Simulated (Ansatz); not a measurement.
NaI (Fm-3m): G0W0 and the choice of datasets

```xyz
2
Lattice="0.0000 2.7821 2.7821 2.7821 0.0000 2.7821 2.7821 2.7821 0.0000" Properties=species:S:1:pos:R:3 pbc="T T T"
Na    0.0000    0.0000    0.0000
I     2.7821    2.7821    2.7821
```

Held fixed (Ansatz):

```yaml
orbitals: PBE
k_mesh: 4×4×4
empty_bands: 277
response_cutoff: 200 eV
frequencies: plasmon pole, fitted at 0 and 16i eV
q_→_0_term: analytic weight of Carrier, Rohra and Görling
band_sums: cut at the band count
spin-orbit_coupling: off
```

The gap is read from Γ to k = (0, -0.5, -0.5), linearised, between the Kohn-Sham band edges among the points solved. The direct gap is read between the top filled and lowest empty Kohn-Sham band at Γ. ε∞ is the electronic dielectric constant on this mesh.

```tsv
datasets, wave cutoff	KS gap (eV)	G0W0 gap (eV)	direct at Γ (eV)	ε∞
all-electron, 3300 eV	4.19	5.80	7.42	4.5
hard PAW, 700 eV	4.19	5.80	7.42	4.5
hand-made PAW, accurate, 760 eV	4.19	5.80	7.38	4.5
hand-made PAW, 700 eV	4.19	5.80	7.38	4.5
JTH PAW, 700 eV	4.19	5.76	7.43	4.6
soft PAW (1st gen.), 420 eV	4.19	5.79	7.37	4.5
norm-conserving, 1197 eV	4.18	?	?	?
```

**Question.** Fill in the row for norm-conserving, 1197 eV.

**Answer.** G0W0 gap 5.75 eV, direct at Γ 7.31 eV, ε∞ 4.6.

The cell is a model at fixed atoms and needn't be the relaxed known crystal. Soft PAW datasets can miss an all-electron G0W0 gap by more than 5 %. With norm-conserving pseudopotentials the core–valence exchange is only approximate, which can shift gaps by tenths of an eV and RPA lattice constants by most of a per cent. Points k are given in fractions of the reciprocal vectors. The mesh is coarse, so these are values at the stated settings, not converged ones. Band sums or response are cut, so the gap isn't at its basis limit. The gap is read on the mesh, and the crystal's band edges can lie off it. Meshes this coarse can overestimate the dielectric constant by a tenth and more.
